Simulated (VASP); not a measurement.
Write the native input for VASP 6.6.1 that does the following.

| Item | Value |
| --- | --- |
| Task | relaxation of cell and atoms |
| Functional | LDA |
| Potentials or basis | VASP PAW LDA potentials, release 64 (Ga_d, Sb) |
| Cutoff | 600 eV |
| k mesh | 10 × 10 × 10 |
| Occupations | gaussian, width 0.03 eV |
| Spin | no spin polarisation |
| Further INCAR settings | ALGO = Normal; EDIFF = 1e-06; IBRION = 2; EDIFFG = -0.01; NSW = 90; ISIF = 3 |

The structure of GaSb lies in POSCAR:

```
GaSb
1.0
    0.0000000000      3.0590000000      3.0590000000
    3.0590000000      0.0000000000      3.0590000000
    3.0590000000      3.0590000000      0.0000000000
Ga Sb
1 1
Direct
    0.0000000000      0.0000000000      0.0000000000
    0.2500000000      0.2500000000      0.2500000000
```

These files were run (other wordings do the same):

INCAR

```
ALGO     = Normal         # electronic algorithm
EDIFF    = 1E-6           # SCF threshold, eV
EDIFFG   = -0.01          # ionic threshold
ENCUT    = 600            # plane-wave cutoff, eV
IBRION   = 2              # ionic algorithm
ISIF     = 3              # what is computed and relaxed
ISMEAR   = 0              # smearing method
LASPH    = True           # aspherical terms in the spheres
LCHARG   = False          # write CHGCAR
LREAL    = False          # projectors in reciprocal space
LWAVE    = False          # write WAVECAR
NELM     = 80             # most SCF steps
NSW      = 90             # ionic steps
PREC     = Accurate       # precision mode
SIGMA    = 0.03           # smearing width, eV
```

KPOINTS

```
k-points
0
Gamma
  10 10 10
```

Potentials or basis: VASP PAW LDA potentials, release 64 (Ga_d, Sb).

Run with:

```console
$ cat potpaw_LDA.64/Ga_d/POTCAR potpaw_LDA.64/Sb/POTCAR > POTCAR
$ mpirun -np 1 vasp_std > vasp.out
```

Results of the run:

```
Relaxed volume                         : 27.75 Å³/atom
Relaxed cell                           : a = 4.282 Å, b = 4.282 Å, c = 4.282 Å, α = 60.00°, β = 60.00°, γ = 60.00°
Space group after relaxing (to 0.05 Å) : F-43m (No. 216)
Energy gained by relaxing              : 4.4 meV/atom
Ionic steps                            : 3
Pressure after relaxing                : 0.0 GPa
Band gap on the k mesh                 : 0.10 eV, direct
```

Caveat: spin-orbit coupling is left out, which moves the levels of the heavy elements.

Run time: 29 s on 1 thread of Intel(R) Xeon(R) 6975P-C (Granite Rapids), on a shared host, peak memory 0.2 GiB.
